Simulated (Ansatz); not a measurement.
# ZnSnP2: the cost of one run

The runs shown are made with Ansatz 0.2.0. PAW datasets, plane waves. Calculated at 0 K for a non-magnetic cell.

## 1. The structure to begin with

The cell was relaxed beforehand with r2SCAN.

Space group I-42d (No. 122), tetragonal; a = 5.650 Å, c = 11.327 Å in the conventional setting, 22.60 Å³ an atom. Zn has 4 P at 2.38 Å; Sn has 4 P at 2.52 Å; P has 2 Zn at 2.38 Å and 2 Sn at 2.52 Å.

Coordinates:

```cif
data_structure
_symmetry_space_group_name_H-M 'P 1'
_symmetry_Int_Tables_number 1
_cell_length_a 6.9311
_cell_length_b 6.9311
_cell_length_c 6.9311
_cell_angle_alpha 131.890
_cell_angle_beta 131.890
_cell_angle_gamma 70.403
_cell_volume 180.82
loop_
_atom_site_label
_atom_site_type_symbol
_atom_site_fract_x
_atom_site_fract_y
_atom_site_fract_z
_atom_site_occupancy
Zn1 Zn 0.75000 0.25000 0.50000 1
Zn2 Zn 0.00000 0.00000 0.00000 1
Sn1 Sn 0.25000 0.75000 0.50000 1
Sn2 Sn 0.50000 0.50000 0.00000 1
P1 P 0.37500 0.35326 0.47826 1
P2 P 0.64674 0.12500 0.02174 1
P3 P 0.10326 0.62500 0.97826 1
P4 P 0.87500 0.89674 0.52174 1
```

## 2. PBE bands along the symmetry lines

Contents of input.yaml:

```yaml
crystal:
  lattice:
    - [-2.8252091623, 2.8252091623, 5.663569224]
    - [2.8252091623, -2.8252091623, 5.663569224]
    - [2.8252091623, 2.8252091623, -5.663569224]
  atoms:
    - { symbol: Zn, position: [0.75, 0.25, 0.5] }
    - { symbol: Zn, position: [0.0, 0.0, 0.0] }
    - { symbol: Sn, position: [0.25, 0.75, 0.5] }
    - { symbol: Sn, position: [0.5, 0.5, 0.0] }
    - { symbol: P, position: [0.375, 0.3532625018, 0.4782625018] }
    - { symbol: P, position: [0.6467374982, 0.125, 0.0217374982] }
    - { symbol: P, position: [0.1032625018, 0.625, 0.9782625018] }
    - { symbol: P, position: [0.875, 0.8967374982, 0.5217374982] }
kpoints:
  mp_grid: { grid: [6, 6, 6] }
  band_path:
    path:
      - [[0.0, 0.0, 0.0], [5.662583836479e-18, -5.662583836479e-18, 0.5], [0.25, 0.25, 0.25], [-1.614918029611e-17, 0.5, 1.614918029611e-17], [0.0, 0.0, 0.0], [0.5, 0.5, -0.5], [0.3122100849612, 0.6877899150388, -0.3122100849612]]
      - [[-0.3122100849612, 0.3122100849612, 0.3122100849612], [0.0, 0.0, 0.0]]
      - [[5.662583836479e-18, -5.662583836479e-18, 0.5], [-0.1244201699223, 0.1244201699223, 0.5]]
      - [[0.5, 0.5, -0.1244201699223], [0.5, 0.5, -0.5]]
    npoints: 10
hamiltonian:
  xc: pbe
scf:
  occupations: { method: fermi_dirac, width: 0.02 }
  n_extra_bands: 6
output:
  forces: true
  stress: true
  eigenvalues: true
```

Command:

```
ansatz run input.yaml --threads 4 --pin off --max-ram 5529MiB --backend cpu --events-out ev --progress --plain --runs-dir out
```

Q: Estimate wall time and peak memory on 4 threads of Intel Xeon Platinum 8488C (Sapphire Rapids), shared host.

About 11 s, with a peak of 0.8 GiB.
